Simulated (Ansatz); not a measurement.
# SiNi2: the cost of one run

Method: DFT PBEsol, scalar-relativistic, plane waves, PAW, in Ansatz 0.2.0.

1 further run of the same task is left out (set aside as unsound or not needed).

**1. The system as given**

It takes space group P6_3/mmc (No. 194, hexagonal). Conventional cell: a = 3.868 Å, b = 3.868 Å, c = 4.917 Å, α = 90.00°, β = 90.00°, γ = 120.00°. Si (site symmetry -6m2) has 11 Ni at 2.23 to 2.55 Å as nearest neighbours. Around Ni (site symmetry -3m) lie 8 Ni at 2.46 to 2.55 Å and 6 Si at 2.55 Å. Ni (site symmetry -6m2) has 5 Si at 2.23 to 2.46 Å and 6 Ni at 2.55 Å as nearest neighbours.

As a file:

```cif
data_structure
_symmetry_space_group_name_H-M 'P 1'
_symmetry_Int_Tables_number 1
_cell_length_a 3.8685
_cell_length_b 3.8685
_cell_length_c 4.9170
_cell_angle_alpha 90.000
_cell_angle_beta 90.000
_cell_angle_gamma 120.000
_cell_volume 63.72
loop_
_atom_site_label
_atom_site_type_symbol
_atom_site_fract_x
_atom_site_fract_y
_atom_site_fract_z
_atom_site_occupancy
Si1 Si 0.33333 0.66667 0.75000 1
Si2 Si 0.66667 0.33333 0.25000 1
Ni1 Ni 0.00000 0.00000 0.00000 1
Ni2 Ni 0.00000 0.00000 0.50000 1
Ni3 Ni 0.33333 0.66667 0.25000 1
Ni4 Ni 0.66667 0.33333 0.75000 1
```

This cell was relaxed beforehand with the same method: volume 10.62 Å³/atom, gap on the mesh none (metal).

**2. Static run: bands, density of states and charges**

Contents of input.yaml:

```yaml
crystal:
  lattice:
    - [3.868463644, 0.0, 0.0]
    - [-1.934231822, 3.3501877893, 0.0]
    - [0.0, 0.0, 4.9169851995]
  atoms:
    - { symbol: Si, position: [0.3333333333, 0.6666666667, 0.75] }
    - { symbol: Si, position: [0.6666666667, 0.3333333333, 0.25] }
    - { symbol: Ni, position: [0.0, 0.0, 0.0] }
    - { symbol: Ni, position: [0.0, 0.0, 0.5] }
    - { symbol: Ni, position: [0.3333333333, 0.6666666667, 0.25] }
    - { symbol: Ni, position: [0.6666666667, 0.3333333333, 0.75] }
basis:
  ecutwfc: 420
kpoints:
  mp_grid: { grid: [12, 12, 8] }
  band_path:
    path:
      - [[0.0, 0.0, 0.0], [0.5, 0.0, 0.0], [0.33333333, 0.33333333, 0.0], [0.0, 0.0, 0.0], [0.0, 0.0, 0.5], [0.5, 0.0, 0.5], [0.33333333, 0.33333333, 0.5], [0.0, 0.0, 0.5]]
      - [[0.5, 0.0, 0.5], [0.5, 0.0, 0.0]]
      - [[0.33333333, 0.33333333, 0.5], [0.33333333, 0.33333333, 0.0]]
    npoints: 14
hamiltonian:
  xc: pbesol
scf:
  occupations: { method: gaussian, width: 0.1 }
  n_extra_bands: 15
output:
  forces: true
  stress: true
  eigenvalues: true
  populations: true
  dos: { projected: true, de: 0.02, nscf_kmesh: { grid: [18, 18, 12] } }
  bader: true
```

Run with:

```sh
ansatz run input.yaml --threads 2 --pin off --max-ram 5120MiB --backend cpu --events-out ev --progress --plain --runs-dir out
```

Q: Estimate wall time and peak memory on 2 threads of AMD EPYC 9R45 (Zen 5), shared host.

About 29 s, with a peak of 0.81 GiB.
